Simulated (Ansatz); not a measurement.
LiH (CsCl type), relaxed with r2SCAN: space group Pm-3m (No. 221), cubic; conventional cell a = 2.502 Å, 7.83 Å³ an atom. Li is surrounded by 8 H at 2.17 Å; H is surrounded by 8 Li at 2.17 Å. One-shot G0W0@PBE in Ansatz 0.2.0 on a 6×6×6 mesh (contour deformation, no spin-orbit coupling), from a PBE gap of 0.694 eV over the mesh points (the G0W0 gap is indirect on the mesh); the number N of bands summed and the screening cutoff rise together. Values at 0 K without nuclear motion; spin polarisation is off, and the phase may be a hypothetical one.

```
 N  cutoff (eV)  1000/N  G0W0 gap (eV)
37          100  27.027          2.002
87          180  11.494          2.195
```

Problem. Lay a straight line in 1000/N through these rows.

Solution. The slope is -0.0124 eV per unit of 1000/N and the intercept 2.338 eV.

Problem. Predict the gap at N = 168 (260 eV).

Solution. 2.338 + (-0.0124) × 5.952 = 2.264 eV; the run gives 2.266 eV, +0.002 eV from the line.

Problem. With that run's result added, what limit do the last two rows suggest?

Solution. Their slope is (2.266 − 2.195)/(5.952 − 11.494) = -0.0128, which meets 1/N = 0 at 2.34 eV, against 2.338 eV from the first line. The two lines nearly agree; the k mesh isn't extrapolated.
